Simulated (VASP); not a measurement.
Tb:

```
Tb
1.0
     3.60100    0.00000    0.00000
    -1.80050    3.11856    0.00000
     0.00000    0.00000    5.69360
Tb
2
Direct
  0.66667 0.33333 0.75000
  0.33333 0.66667 0.25000
```

* Program: VASP 6.6.1
* Task: relaxation of cell and atoms
* Functional: PBEsol
* Potentials or basis: VASP PAW PBE potentials, release 64 (Tb_3), 4f in core
* Cutoff: 600 eV
* k mesh: 9 × 9 × 5
* Occupations: methfessel-paxton, width 0.2 eV
* Spin: collinear spin, antiferromagnetic start
* Starting moments: [6.0, -6.0] μB
* Hubbard terms: Tb f U = 4 eV

At the start: pressure -2.0 GPa; volume 31.97 Å³/atom.

Question: How do energy, volume and symmetry change on relaxing?

Answer: Over 3 steps the energy falls by 10.5 meV/atom and the volume is 30.37 Å³/atom (-5.0 %); space group P6_3/mmc (No. 194, to 0.05 Å); moment 0.00 μB per cell.

The path:
```
step  energy change (eV)  largest force (eV/Å)  pressure (GPa)  volume (Å³)
   1              0.0000                0.0000           -2.01        63.94
   2             -0.0205                0.0000            0.33        60.29
   3             -0.0210                0.0000            0.02        60.74
```

Final structure:
```
CELL_PARAMETERS angstrom
3.54365 0.00000 0.00000
-1.77183 3.06889 0.00000
0.00000 0.00000 5.58537
ATOMIC_POSITIONS crystal
Tb 0.66667 0.33333 0.75000
Tb 0.33333 0.66667 0.25000
```

Caveat: the magnetic or orbital state may not be the lowest; U is put on an f shell that these potentials keep in the core, so it has next to no effect; the PAW data sets were made with another functional, which shifts forces and pressure a little.
